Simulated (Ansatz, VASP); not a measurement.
**C: VASP beside Ansatz**

The input INCAR:

```
PREC = Accurate ; ENCUT = 520
EDIFF = 1E-6 ; ISMEAR = 0
SIGMA = 0.05 ; LREAL = F
LASPH = T ; NELM = 100
ALGO = Normal ; ISIF = 2
LWAVE = F ; LCHARG = T
GGA = PE ; IVDW = 12
LELF = T ; LVHAR = T
NBANDS = 11
```

Contents of KPOINTS:

```
regular mesh
0
Gamma
  15 15 15
```

The input POSCAR:

```
C
1.0
    1.2530811925      0.7234667638      3.4175230126
   -1.2530811925      0.7234667638      3.4175230126
    0.0000000000     -1.4469335276      3.4175230125
C
2
Direct
    0.1741321547      0.1741321547      0.1741321547
    0.8258678453      0.8258678453      0.8258678453
```

Input for Ansatz:

```yaml
crystal:
  lattice:
    - [1.2530811925, 0.7234667638, 3.4175230126]
    - [-1.2530811925, 0.7234667638, 3.4175230126]
    - [0.0, -1.4469335276, 3.4175230125]
  atoms:
    - { symbol: C, position: [0.1741321547, 0.1741321547, 0.1741321547] }
    - { symbol: C, position: [0.8258678453, 0.8258678453, 0.8258678453] }
basis:
  ecutwfc: 520.0
kpoints:
  mp_grid: { grid: [15, 15, 15] }
hamiltonian:
  xc: pbe
  dispersion: d3bj
scf:
  occupations: { method: gaussian, width: 0.05 }
output:
  forces: true
  stress: true
  eigenvalues: true
```

Change from the starting cell: mode 4 frozen in at +0.076 Å, equal normal strain along x, y and z +0.0167.

Alike in both runs: task single point; functional PBE; dispersion D3(BJ); k mesh 15 × 15 × 15; occupations gaussian, width 0.05 eV; no spin polarisation.

|  | VASP | Ansatz |
| --- | --- | --- |
| version | VASP 6.6.1 | Ansatz 0.2.0 |
| potentials or method | VASP PAW PBE potentials, release 64 (C) | scalar-relativistic, plane waves, PAW |
| plane-wave cutoff (eV) | 520 | 520 |
| valence electrons in the cell | 8 | 8 |

VASP gave:

- gap on the k mesh at the Fermi level (eV): 0.41
- least direct gap on the mesh (eV): 0.41
- pressure (GPa): -13.7
- largest component of the traceless stress (GPa): 10.00
- rms of the force components (eV/Å): 1.478

**Question.** Which values does Ansatz return?

**Answer.** gap on the k mesh at the Fermi level (eV): 0.41; least direct gap on the mesh (eV): 0.41; pressure (GPa): -14.1; largest component of the traceless stress (GPa): 10.45; rms of the force components (eV/Å): 1.484.

Atom by atom the forces differ by 0.005 eV/Å (rms over components).

Caveats: an odd mesh through Γ misses points on the zone boundary, where band edges often lie; forces of over 1 eV/Å show positions far from the minimum, so gaps and moduli don't describe the material at rest.
